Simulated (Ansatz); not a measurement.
Compressing Rb

All numbers below come from DFT PBEsol, scalar-relativistic, plane waves, PAW (Ansatz). Settings: 420 eV cutoff, 12×12×4 k-mesh, Gaussian smearing of 0.10 eV, no spin polarisation.

The relaxed crystal:

```
CELL_PARAMETERS angstrom
4.96947 0.00000 0.00000
-2.48474 4.30369 0.00000
0.00000 0.00000 16.20191
ATOMIC_POSITIONS crystal
Rb 0.00000 0.00000 0.00000
Rb 0.33333 0.66667 0.75000
Rb 0.00000 0.00000 0.50000
Rb 0.66667 0.33333 0.25000
```

Cell and atoms are relaxed at each pressure within the symmetry of the start, at zero temperature, so transitions that lower the symmetry aren't seen. The k-mesh given is that at zero pressure and may differ at others. a, b and c are the lengths of the cell vectors above.

```
P (GPa) V (Å³/atom) V/V0  a (Å) b (Å) c (Å)
      0        86.63  1.000  4.969  4.969  16.202
      2        60.86  0.702  4.423  4.423  14.370
      5        47.50  0.548  4.073  4.073  13.223
     10        36.75  0.424  3.726  3.726  12.230
     20        26.48  0.306  3.337  3.337  10.980
     40        18.41  0.213  2.965  2.965   9.674
```

Problem. What bulk modulus and pressure derivative fit these points?

Solution. A third-order Birch–Murnaghan fit gives B0 = 3 GPa and B0' = 3.6.

This form isn't the element's structure at ambient conditions.